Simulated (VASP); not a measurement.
# GaN (P6_3mc) in VASP: further runs

Aim: see how the results for GaN move with the level of theory and the settings. Levels: PBE, HSE06, PBE0. Tasks: band structure.

Program: VASP 6.6.1. These are calculated values, not measurements. Logs are shortened: lines on timing, memory, paths and dates and some standing lists are left out, and cuts for length are marked.

**Experimental background.**

From “Studying electronic properties in GaN without electrical contacts using γ-γ vs e−-γ Perturbed Angular Correlations”, 2019, pmc:6823545, for a bulk crystal of GaN: band gap 3.503 ± 0.005 eV (direct).

The runs below are set against these values where they give the same quantity.

### 1 The crystal as given

It takes space group P6_3mc (No. 186, hexagonal). Conventional cell: a = 3.218 Å, b = 3.218 Å, c = 5.244 Å, α = 90.00°, β = 90.00°, γ = 120.00°. Ga (site symmetry 3m) is surrounded by 4 N at 1.97 to 1.98 Å. N (site symmetry 3m) has 4 Ga at 1.97 to 1.98 Å as nearest neighbours.

### 2 Band structure, PBE

Input file INCAR:

```
SYSTEM = GaN
PREC = Accurate ; ENCUT = 520
EDIFF = 1E-6 ; ISMEAR = 0
SIGMA = 0.03 ; LREAL = .FALSE.
LASPH = .TRUE. ; NELM = 80
ALGO = Normal ; ISIF = 2
LWAVE = .FALSE. ; LCHARG = .FALSE.
GGA = PE ; NBANDS = 26
KPAR = 4
```

Input file KPOINTS:

```
regular mesh
0
G
  6 6 3
  0 0 0
```

Input file POSCAR:

```
GaN                                     
1.0
    3.2177254918      0.0000000000      0.0000000000
   -1.6088627459      2.7866320141      0.0000000000
    0.0000000000      0.0000000000      5.2440545517
  Ga              N             
     2     2
Direct
     0.3333333300000021    0.6666666699999979    0.9991860844064148
     0.6666666699999979    0.3333333300000021    0.4991860844064147
     0.3333333300000021    0.6666666699999979    0.3758139155935853
     0.6666666699999979    0.3333333300000021    0.8758139155935852
```

Input file KPOINTS_OPT:

```
explicit points
6
Reciprocal
 0.0000000000  0.0000000000  0.0000000000 1
 0.0000000000  0.0000000000  0.5000000000 1
 0.3333333333  0.3333333333  0.5000000000 1
 0.3333333333  0.3333333333  0.0000000000 1
 0.5000000000  0.0000000000  0.5000000000 1
 0.5000000000  0.0000000000  0.0000000000 1
```

Potentials or basis: VASP PAW PBE potentials, release 64 (Ga_d, N).

Run with:

```
$ cat potpaw_PBE.64/Ga_d/POTCAR potpaw_PBE.64/N/POTCAR > POTCAR
$ mpirun -np 4 vasp_std > vasp.out
```

OUTCAR:

```text
SYSTEM = GaN
   PREC = Accurate
   ENCUT = 520
   EDIFF = 1E-6
   ISMEAR = 0
   LREAL = .FALSE.
   LASPH = .TRUE.
   NELM = 80
   ISIF = 2
   GGA = PE

 ion  position               nearest neighbor table
   1  0.333  0.667  0.999-   4 1.97   4 1.97   4 1.97   3 1.98
   2  0.667  0.333  0.499-   3 1.97   3 1.97   3 1.97   4 1.98
   3  0.333  0.667  0.376-   2 1.97   2 1.97   2 1.97   1 1.98
   4  0.667  0.333  0.876-   1 1.97   1 1.97   1 1.97   2 1.98

  LATTYP: Found a hexagonal cell.
 ALAT       =     3.2177254918
 C/A-ratio  =     1.6297395676

  Lattice vectors:

 A1 = (   3.2177254918,   0.0000000000,   0.0000000000)
 A2 = (  -1.6088627459,   2.7866320141,   0.0000000000)
 A3 = (   0.0000000000,   0.0000000000,   5.2440545517)

Analysis of symmetry for initial positions (statically):
=====================================================================
 Subroutine PRICEL returns:
 Original cell was already a primitive cell.

 Routine SETGRP: Setting up the symmetry group for a
 hexagonal supercell.

 Subroutine GETGRP returns: Found 12 space group operations
 (whereof  6 operations were pure point group operations)
 out of a pool of 24 trial point group operations.

The static configuration has the point symmetry C_3v.
 The point group associated with its full space group is C_6v.

Analysis of symmetry for dynamics (positions and initial velocities):
=====================================================================
 Subroutine PRICEL returns:
 Original cell was already a primitive cell.

 Routine SETGRP: Setting up the symmetry group for a
 hexagonal supercell.

 Subroutine GETGRP returns: Found 12 space group operations
 (whereof  6 operations were pure point group operations)
 out of a pool of 24 trial point group operations.

The dynamic configuration has the point symmetry C_3v.
 The point group associated with its full space group is C_6v.

 Subroutine INISYM returns: Found 12 space group operations
 (whereof  6 operations are pure point group operations),
 and found     1 'primitive' translations

----------------------------------------------------------------------------------------

                                     Primitive cell

  volume of cell :      47.0214

  direct lattice vectors                    reciprocal lattice vectors
     3.217725492  0.000000000  0.000000000     0.310778531  0.179428069  0.000000000
    -1.608862746  2.786632014  0.000000000     0.000000000  0.358856137  0.000000000
     0.000000000  0.000000000  5.244054552     0.000000000  0.000000000  0.190692143

  length of vectors
     3.217725492  3.217725488  5.244054552     0.358856137  0.358856137  0.190692143

  position of ions in fractional coordinates (direct lattice)
     0.333333330  0.666666670  0.999186084
     0.666666670  0.333333330  0.499186084
     0.333333330  0.666666670  0.375813916
     0.666666670  0.333333330  0.875813916

  ion indices of the primitive-cell ions
   primitive index   ion index
                 1           1
                 2           2
                 3           3
                 4           4

----------------------------------------------------------------------------------------

 KPOINTS: regular mesh

Automatic generation of k-mesh.
 Grid dimensions read from file:
 generate k-points for:    6    6    3

 Generating k-lattice:

  Cartesian coordinates                     Fractional coordinates (reciprocal lattice)
     0.051796422  0.029904678  0.000000000     0.166666667  0.000000000  0.000000000
     0.000000000  0.059809356  0.000000000     0.000000000  0.166666667  0.000000000
     0.000000000  0.000000000  0.063564048     0.000000000  0.000000000  0.333333333

  Length of vectors
     0.059809356  0.059809356  0.063564048

  Shift w.r.t. Gamma in fractional coordinates (k-lattice)
     0.000000000  0.000000000  0.000000000

 Subroutine IBZKPT returns following result:
 ===========================================

 Found     14 irreducible k-points:

 Following reciprocal coordinates:
            Coordinates               Weight
  0.000000  0.000000  0.000000      1.000000
  0.166667  0.000000  0.000000      6.000000
  0.333333  0.000000  0.000000      6.000000
  0.500000 -0.000000  0.000000      3.000000
  0.166667  0.166667  0.000000      6.000000
  0.333333  0.166667  0.000000     12.000000
  0.333333  0.333333  0.000000      2.000000
  0.000000  0.000000  0.333333      2.000000
  0.166667  0.000000  0.333333     12.000000
  0.333333  0.000000  0.333333     12.000000
  0.500000 -0.000000  0.333333      6.000000
  0.166667  0.166667  0.333333     12.000000
  0.333333  0.166667  0.333333     24.000000
  0.333333  0.333333  0.333333      4.000000
   k-points           NKPTS =     14   k-points in BZ     NKDIM =     14   number of bands    NBANDS=     26
   number of dos      NEDOS =    301   number of ions     NIONS =      4
   total plane-waves  NPLWV =  23040
   dimension x,y,z NGX =    24 NGY =   24 NGZ =   40
   dimension x,y,z NGXF=    48 NGYF=   48 NGZF=   80
   ions per type =               2   2
   NGX,Y,Z   is equivalent  to a cutoff of  12.40, 12.40, 12.68 a.u.
   NGXF,Y,Z  is equivalent  to a cutoff of  24.80, 24.80, 25.36 a.u.
 SYSTEM =  GaN
   PREC   = accura    normal or accurate (medium, high low for compatibility)
   ISTART =      0    job   : 0-new  1-cont  2-samecut
   ICHARG =      2    charge: 1-file 2-atom 10-const
   ISPIN  =      1    spin polarized calculation?
   LNONCOLLINEAR =      F non collinear calculations
   LSORBIT =      F    spin-orbit coupling
   LASPH  =      T    aspherical Exc in radial PAW
   ENCUT  =  520.0 eV  38.22 Ry    6.18 a.u.   5.98  5.98  9.75*2*pi/ulx,y,z
   NELM   =     80;   NELMIN=  2; NELMDL= -5     # of ELM steps
   EDIFF  = 0.1E-05   stopping-criterion for ELM
   LREAL  =      F    real-space projection
   EDIFFG = 0.1E-04   stopping-criterion for IOM
   NSW    =      0    number of steps for IOM
   IBRION =     -1    ionic relax: 0-MD 1-quasi-New 2-CG
   NFREE  =      0    steps in history (QN), initial steepest desc. (CG)
   ISIF   =      2    stress and relaxation
   ISYM   =      2    0-nonsym 1-usesym 2-fastsym
   POTIM  = 0.5000    time-step for ionic-motion
   TEBEG  =    0.0;   TEEND  =   0.0 temperature during run
   PSTRESS=    0.0 pullay stress
   NELECT =      36.0000    total number of electrons
   NUPDOWN=      -1.0000    fix difference up-down
   EMIN   =  10.00;   EMAX   =-10.00  energy-range for DOS
   EFERMI =   0.00;   METHOD = LEGACY
   ISMEAR =     0;   SIGMA  =   0.03  broadening in eV -4-tet -1-fermi 0-gaus
   EFERMI_NEDOS =   21; number of points for ismear=-14 and -15
   IALGO  =     38    algorithm
   IMIX   =      4    mixing-type and parameters
     AMIX     =   0.40;   BMIX     =  1.00
     AMIX_MAG =   1.60;   BMIX_MAG =  1.00
  volume/ion in A,a.u.               =      11.76        79.33
  Fermi-wavevector in a.u.,A,eV,Ry     =   1.497650  2.830149 30.517271  2.242956
  Thomas-Fermi vector in A             =   2.609511
   LORBIT       =      0    0 simple, 1 ext, 2 COOP (PROOUT), +10 PAW based schemes
   GGA     = PE    functional components
   LHFCALC =     F    Hartree Fock is set to
   AEXX    =    0.0000 exact exchange contribution
   IVDW    =     0    specifies the selected vdW correction
   LEPSILON=     F    determine dielectric tensor
   LRPA    =     F    only Hartree local field effects (RPA)
 non-spin polarized calculation
 Gauss-broadening in eV      SIGMA  =   0.03
  energy-cutoff  :      520.00
  volume of cell :       47.02
 maximum number of plane-waves:      1278
 NGX is ok and might be reduce to    24
   NGX = 11   NGY = 11   NGZ = 19

 number of electron      35.9999956 magnetization

 Free energy of the ion-electron system (eV)
  ---------------------------------------------------
  ext. energy  EPLUGINS =         0.00000000
  ---------------------------------------------------
  free energy    TOTEN  =       -24.32003798 eV

  energy without entropy =      -24.32003798  energy(sigma->0) =      -24.32003798

 E-fermi :   5.2121     XC(G=0): -11.5152

 val. band max:        5.0162229382   @ k =   0.0000   0.0000   0.0000
 cond. band min:       6.7306019005   @ k =   0.0000   0.0000   0.0000
 fundamental gap:      1.7143789623
 Fermi energy:         5.2121372552

 k-point     1 :       0.0000    0.0000    0.0000
  band No.  band energies     occupation
      1     -10.7229      2.00000
      2      -9.8997      2.00000
      3      -8.4094      2.00000
      4      -8.3949      2.00000
      5      -8.3949      2.00000
      6      -8.3391      2.00000
[... 18 lines left out ...]
     25      16.5041      0.00000
     26      16.5041      0.00000

 k-point     2 :       0.1667    0.0000    0.0000
  band No.  band energies     occupation
      1     -10.4846      2.00000
      2      -9.8455      2.00000
      3      -8.3811      2.00000
      4      -8.3630      2.00000
      5      -8.3177      2.00000
      6      -8.2922      2.00000
[... 18 lines left out ...]
     25      16.1703      0.00000
     26      17.0054      0.00000

 k-point     3 :       0.3333    0.0000    0.0000
  band No.  band energies     occupation
      1     -10.0624      2.00000
      2      -9.7740      2.00000
      3      -8.3458      2.00000
      4      -8.3294      2.00000
      5      -8.2524      2.00000
      6      -8.2008      2.00000
[... 18 lines left out ...]
     25      16.4686      0.00000
     26      18.0507      0.00000

 k-point     4 :       0.5000   -0.0000    0.0000
  band No.  band energies     occupation
      1      -9.9067      2.00000
      2      -9.7546      2.00000
      3      -8.3477      2.00000
      4      -8.3272      2.00000
      5      -8.2382      2.00000
      6      -8.1993      2.00000
[... 18 lines left out ...]
     25      17.2946      0.00000
     26      18.0309      0.00000
[... 206 lines left out ...]
      1     -10.0045      2.00000
      2      -9.8220      2.00000
      3      -8.3321      2.00000
      4      -8.3203      2.00000
      5      -8.2904      2.00000
      6      -8.2747      2.00000
[... 18 lines left out ...]
     25      16.1183      0.00000
     26      17.1290      0.00000

 k-point    13 :       0.3333    0.1667    0.3333
  band No.  band energies     occupation
      1      -9.8244      2.00000
      2      -9.7571      2.00000
      3      -8.3290      2.00000
      4      -8.3069      2.00000
      5      -8.2787      2.00000
      6      -8.2159      2.00000
[... 18 lines left out ...]
     25      16.8075      0.00000
     26      17.8008      0.00000

 k-point    14 :       0.3333    0.3333    0.3333
  band No.  band energies     occupation
      1      -9.7573      2.00000
      2      -9.7573      2.00000
      3      -8.3330      2.00000
      4      -8.2698      2.00000
      5      -8.2698      2.00000
      6      -8.2156      2.00000
[... 18 lines left out ...]
     25      18.1679      0.00000
     26      18.5448      0.00000

------------------------ aborting loop because EDIFF is reached ----------------------------------------

  FORCE on cell =-STRESS in cart. coord.  units (eV):
  Direction    XX          YY          ZZ          XY          YZ          ZX
  --------------------------------------------------------------------------------------
  -------------------------------------------------------------------------------------
  Total        0.0447583      0.0447583      0.0180835      0.0000000      0.0000000     -0.0000000
  in kB        1.5250636      1.5250636      0.6161664      0.0000000      0.0000000     -0.0000000
  external PRESSURE =       1.2220978 kB  Pullay stress =       0.0000000 kB

 VOLUME and BASIS-vectors are now :
 -----------------------------------------------------------------------------
  energy-cutoff  :      520.00
  volume of cell :       47.02
      direct lattice vectors                 reciprocal lattice vectors
     3.217725492  0.000000000  0.000000000     0.310778531  0.179428069  0.000000000
    -1.608862746  2.786632014  0.000000000     0.000000000  0.358856137  0.000000000
     0.000000000  0.000000000  5.244054552     0.000000000  0.000000000  0.190692143

 POSITION                                       TOTAL-FORCE (eV/Angst)
 -----------------------------------------------------------------------------------
     -0.00000      1.85775      5.23979        -0.000000      0.000000     -0.001586
      1.60886      0.92888      2.61776         0.000000     -0.000000     -0.001586
     -0.00000      1.85775      1.97079         0.000000     -0.000000      0.001586
      1.60886      0.92888      4.59282        -0.000000      0.000000      0.001586
 -----------------------------------------------------------------------------------
    total drift:                               -0.000011      0.000005     -0.001181

  FREE ENERGIE OF THE ION-ELECTRON SYSTEM (eV)
  ---------------------------------------------------
  free  energy   TOTEN  =       -24.3200379810 eV

  energy  without entropy=      -24.3200379810  energy(sigma->0) =      -24.32003798
```

It took 7.4 s on 4 MPI ranks of Intel Xeon 6975P-C (Granite Rapids), shared host; peak memory 0.16 GiB.

What came out:

* Free energy: -24.3200 eV
* Pressure: 0.1 GPa
* Band gap on the k mesh: 1.71 eV, direct
* Band gap along the path: 1.71 eV, direct

Stress tensor (GPa, compression positive):
```
0.15 0.00 0.00
0.00 0.15 0.00
0.00 0.00 0.06
```

### 3 Band structure, HSE06

POSCAR is that of step 2.

Input file INCAR.step1:

```
SYSTEM = GaN
PREC = Accurate ; ENCUT = 520
EDIFF = 1E-5 ; ISMEAR = 0
SIGMA = 0.03 ; LREAL = .FALSE.
LASPH = .TRUE. ; NELM = 80
ALGO = Normal ; ISIF = 2
LWAVE = .TRUE. ; LCHARG = .FALSE.
NBANDS = 26 ; KPAR = 4
GGA = PE
```

Input file INCAR.step2:

```
SYSTEM = GaN
PREC = Accurate ; ENCUT = 520
EDIFF = 1E-6 ; ISMEAR = 0
SIGMA = 0.03 ; LREAL = .FALSE.
LASPH = .TRUE. ; NELM = 80
ALGO = Normal ; ISIF = 2
LWAVE = .FALSE. ; LCHARG = .FALSE.
GGA = PE ; LHFCALC = .TRUE.
HFSCREEN = 0.2 ; PRECFOCK = Fast
NBANDS = 26 ; KPAR = 4
ISTART = 1
```

KPOINTS is that of step 2.

KPOINTS_OPT is that of step 2.

Potentials or basis: VASP PAW PBE potentials, release 64 (Ga_d, N).

Run with:

```
$ cat potpaw_PBE.64/Ga_d/POTCAR potpaw_PBE.64/N/POTCAR > POTCAR
$ cp INCAR.step1 INCAR
$ mpirun -np 4 vasp_std > vasp.out
$ cp INCAR.step2 INCAR
$ mpirun -np 4 vasp_std > vasp.out
```

Run time: 14 min. Hardware: 4 MPI ranks of Intel Xeon 6975P-C (Granite Rapids), shared host; peak memory 0.29 GiB.

The run converged. Its results:

| Item | Value |
| --- | --- |
| Free energy | -29.5500 eV |
| Pressure | -6.2 GPa |
| Largest force | 0.020 eV/Å |
| Band gap on the k mesh | 2.98 eV, direct |
| Band gap along the path | 2.98 eV, direct |

Forces in eV/Å, atoms in the order of the input:
```
Ga   0.000  0.000 -0.020
Ga   0.000  0.000 -0.020
N    0.000  0.000  0.020
N    0.000  0.000  0.020
```

Stress tensor (GPa, compression positive):
```
-6.06  0.00  0.00
 0.00 -6.06  0.00
 0.00  0.00 -6.54
```

Levels at points of the mesh, in eV from the valence-band top:
```tsv
k point	band 16	band 17	band 18	band 19	band 20	band 21
(0.00, 0.00, 0.00)	-0.04	0.00	0.00	2.98	5.50	10.79
(0.50, 0.00, 0.00)	-2.85	-2.26	-1.04	6.28	6.82	7.32
```

Caveat: the PAW data sets were made with another functional, which shifts forces and pressure a little.

[end of part 1 of 2]
